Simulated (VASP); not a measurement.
Wanted: the native input for a VASP 6.6.1 run.

```yaml
Task: single point
Functional: PBE
Potentials_or_basis: VASP PAW PBE potentials, release 64 (Zn, Cu, Sn_d, S)
Cutoff: 450 eV
k_mesh: 6 × 6 × 6
Occupations: methfessel-paxton, width 0.1 eV
Spin: no spin polarisation
Monkhorst-Pack_mesh: no
Further_INCAR_settings: PREC = Normal; LREAL = Auto; ALGO = Normal; EDIFF = 1e-06; NBANDS = 46
```

The structure of ZnCu2SnS4 lies in POSCAR:

```
ZnCu2SnS4
1.0
    0.0000000000     -5.4739640000      0.0000000000
   -5.4739640000      0.0000000000      0.0000000000
    2.7369820000      2.7369820000     -5.4646820000
Zn Cu Sn S
1 2 1 4
Direct
    0.7500000000      0.2500000000      0.5000000000
    0.0000000000      0.0000000000      0.0000000000
    0.2500000000      0.7500000000      0.5000000000
    0.5000000000      0.5000000000      0.0000000000
    0.6287320000      0.1051070000      0.7414250000
    0.8948930000      0.8873070000      0.2585750000
    0.1126930000      0.6363180000      0.7414250000
    0.3636820000      0.3712680000      0.2585750000
```

The input as run:

INCAR

```
SYSTEM = ZnCu2SnS4
PREC = Normal
ENCUT = 450
EDIFF = 1E-6
ISMEAR = 1
SIGMA = 0.1
LREAL = Auto
LASPH = .TRUE.
NELM = 80
ALGO = Normal
ISIF = 2
LWAVE = .FALSE.
LCHARG = .FALSE.
GGA = PE
NBANDS = 46
ICORELEVEL = 1
```

KPOINTS

```
regular mesh
0
G
  6 6 6
  0 0 0
```

Potentials or basis: VASP PAW PBE potentials, release 64 (Zn, Cu, Sn_d, S).

Launch:

```bash
$ cat potpaw_PBE.64/Zn/POTCAR potpaw_PBE.64/Cu/POTCAR potpaw_PBE.64/Sn_d/POTCAR potpaw_PBE.64/S/POTCAR > POTCAR
$ mpirun -np 1 vasp_std > vasp.out
```

Results of the run:

* Pressure: -0.1 GPa
* Largest force: 0.012 eV/Å
* Band gap on the k mesh: 0.08 eV, direct

Caveat: spin-orbit coupling is left out, which moves the levels of the heavy elements.

Run time: 73 s on 1 thread of Intel(R) Xeon(R) 6975P-C (Granite Rapids), on a shared host, peak memory 0.26 GiB.
